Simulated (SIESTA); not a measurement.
## P: single point with PBEsol

Slab: P, a slab with vacuum.

```
P
1.0
     3.28373    0.00000    0.00000
     0.00000   34.85703    0.00000
     0.00000    0.00000    4.63208
P
4
Direct
  0.50122 0.97114 0.91544
  0.49669 0.03059 0.08474
  0.00750 0.02879 0.41142
  0.98812 0.96994 0.59993
```

The cell isn't the ideal one: atoms moved at random, drawn with an rms of 0.05 Å.

```
Program             : SIESTA 5.4.2
Task                : single point
Functional          : PBEsol
Potentials or basis : PseudoDojo 0.4 standard (PBEsol files)
Basis               : DZP (energy shift 0.003 Ry)
Grid cutoff         : 500 Ry
Energy shift        : 0.003 Ry
k mesh              : 8 × 1 × 6
Occupations         : fermi-dirac, width 0.05 eV
Spin                : no spin polarisation
```

The largest force is 0.977 eV/Å and the band gap on the k mesh is 1.07 eV, indirect (least direct gap 1.13 eV).

Forces on the atoms (eV/Å):
```
P   -0.469 -0.363  0.370
P    0.319  0.254  0.299
P   -0.420  0.576 -0.027
P    0.570 -0.468 -0.641
```

Stress tensor (GPa, compression positive):
```
 0.08 -0.06 -0.35
-0.06  0.52  0.18
-0.35  0.18  0.03
```

Levels at points of the mesh, in eV from the valence-band top:
```tsv
k point	band 7	band 8	band 9	band 10	band 11	band 12	band 13	band 14
(0.00, 0.00, 0.00)	-3.40	-1.75	-1.50	0.00	1.13	1.58	2.68	3.31
(0.50, 0.00, 0.00)	-2.82	-2.65	-2.00	-1.91	1.07	1.37	2.06	2.28
(0.00, 0.00, 0.50)	-2.74	-2.42	-1.42	-1.32	2.08	2.24	3.58	3.79
(0.50, 0.00, 0.50)	-4.69	-4.52	-1.09	-0.92	2.33	2.65	3.58	3.81
```

It took 22 s on 1 thread of Arm Neoverse V2, with other jobs on the host, peak memory 0.35 GiB.

Caveat: the basis of atomic orbitals isn't converged, which shifts pressures, moduli and gaps.
